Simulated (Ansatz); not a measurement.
## MnS in Ansatz: the effect of Hubbard term

MnS:

```
CELL_PARAMETERS angstrom
-1.83000 -1.05655 5.94184
1.83000 -1.05655 5.94184
0.00000 2.11310 5.94184
ATOMIC_POSITIONS crystal
Mn 0.00000 0.00000 0.00000
Mn 0.50000 0.50000 0.50000
S 0.25000 0.25000 0.25000
S 0.75000 0.75000 0.75000
```

The cell is a database's computed one.

The cell isn't the ideal one: another cell of the same crystal, with 4 atoms.

Alike in all runs:

```yaml
Program: Ansatz 0.2.0
Task: single point
Functional: PBEsol
Potentials_or_basis: Ansatz PAW
Cutoff: "420 eV (not typed: the program's choice for these potentials)"
k_mesh: 9 × 9 × 9
Occupations: fermi-dirac, width 0.05 eV
Spin: collinear spin, antiferromagnetic start
Starting_moments: "[4.0, -4.0, 0.0, 0.0] μB"
Hubbard_projectors: ortho-atomic (the default)
Double_counting: fll (the default)
```

```tsv
Hubbard term	gap on the mesh (eV)	pressure (GPa)
Mn d U = 3 eV	?	?
Mn d U = 4 eV	2.30	1.5
Mn d U = 5 eV	2.35	3.0
```

Question: What does the run with Hubbard term Mn d U = 3 eV give?

Answer: gap on the mesh 2.08 eV; pressure 0.0 GPa.

Caveats: the magnetic or orbital state may not be the lowest; odd divisions of the mesh miss points on the zone boundary, where band edges often lie, so the gap on the mesh can be too wide; the PAW data sets come from PBE, with cores solved anew for the run's functional, which leaves a small shift of forces and pressure.

A k mesh can miss the band edges.
